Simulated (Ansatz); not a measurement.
# HfO2: the cost of one run

Program: Ansatz 0.2.0. Level of theory: DFT PBE, scalar-relativistic, plane waves, PAW. These are calculated values, not measurements.

2 further runs of the same task are left out: 1 that didn't finish, 1 set aside as unsound or not needed.

### Step 1. The structure to begin with

It takes space group Fm-3m (No. 225, cubic). Conventional cell: a = 5.098 Å, b = 5.098 Å, c = 5.098 Å, α = 90.00°, β = 90.00°, γ = 90.00°. Hf (site symmetry m-3m) has 8 O at 2.21 Å as nearest neighbours. O (site symmetry -43m) is surrounded by 4 Hf at 2.21 Å.

Structure file:

```cif
data_structure
_symmetry_space_group_name_H-M 'P 1'
_symmetry_Int_Tables_number 1
_cell_length_a 3.6046
_cell_length_b 3.6046
_cell_length_c 3.6046
_cell_angle_alpha 60.000
_cell_angle_beta 60.000
_cell_angle_gamma 60.000
_cell_volume 33.12
loop_
_atom_site_label
_atom_site_type_symbol
_atom_site_fract_x
_atom_site_fract_y
_atom_site_fract_z
_atom_site_occupancy
Hf1 Hf 0.00000 0.00000 0.00000 1
O1 O 0.25000 0.25000 0.25000 1
O2 O 0.75000 0.75000 0.75000 1
```

This cell was relaxed beforehand with the same method: volume 11.04 Å³/atom, gap on the mesh 3.75 eV.

### Step 2. Zero of the scan

input.yaml

```yaml
crystal:
  lattice:
    - [0.0, 2.548805761, 2.548805761]
    - [2.548805761, 0.0, 2.548805761]
    - [2.548805761, 2.548805761, 0.0]
  atoms:
    - { symbol: Hf, position: [0.0, 0.0, 0.0] }
    - { symbol: O, position: [0.25, 0.25, 0.25] }
    - { symbol: O, position: [0.75, 0.75, 0.75] }
basis:
  ecutwfc: 420
kpoints:
  mp_grid: { grid: [8, 8, 8] }
hamiltonian:
  xc: pbe
scf:
  occupations: { method: gaussian, width: 0.05 }
output:
  forces: true
  stress: true
  eigenvalues: true
```

Started as:

```console
ansatz run input.yaml --threads 1 --pin off --max-ram 2560MiB --backend cpu --events-out ev --progress --plain --runs-dir out
```

**Question.** How long does this run take on 1 thread of Arm Neoverse V2, shared host, and how much memory does it need?

About 1.3 s, with a peak of 0.29 GiB.
